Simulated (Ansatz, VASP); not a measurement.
## Two plane-wave programs on Os

```
CELL_PARAMETERS angstrom
2.70138 0.00000 0.00000
-1.35069 2.33946 0.00000
1.35069 0.77982 2.20566
ATOMIC_POSITIONS crystal
Os 0.00000 0.00000 0.00000
```

Alike in both runs: task single point; functional PBEsol; k mesh 15 × 15 × 15; occupations gaussian, width 0.1 eV; no spin polarisation.

|  | VASP | Ansatz |
| --- | --- | --- |
| version | VASP 6.6.1 | Ansatz 0.2.0 |
| potentials or method | VASP PAW PBE potentials, release 64 (Os) | scalar-relativistic, plane waves, PAW |
| plane-wave cutoff (eV) | 520 | 420 |
| valence electrons in the cell | 8 | 16 |

|  | VASP | Ansatz | Ansatz less VASP |
| --- | --- | --- | --- |
| gap on the k mesh at the Fermi level (eV) | none | none | - |
| pressure (GPa) | 0.4 | -0.2 | -0.54 |

A gap of «none» marks a metal or a gap that the smearing closes. The two sets of potentials don't hold the same shells in valence.

Caveats: the PAW data sets were made with another functional, which shifts forces and pressure a little (VASP). Spin-orbit coupling is left out, which matters for the levels of Os.
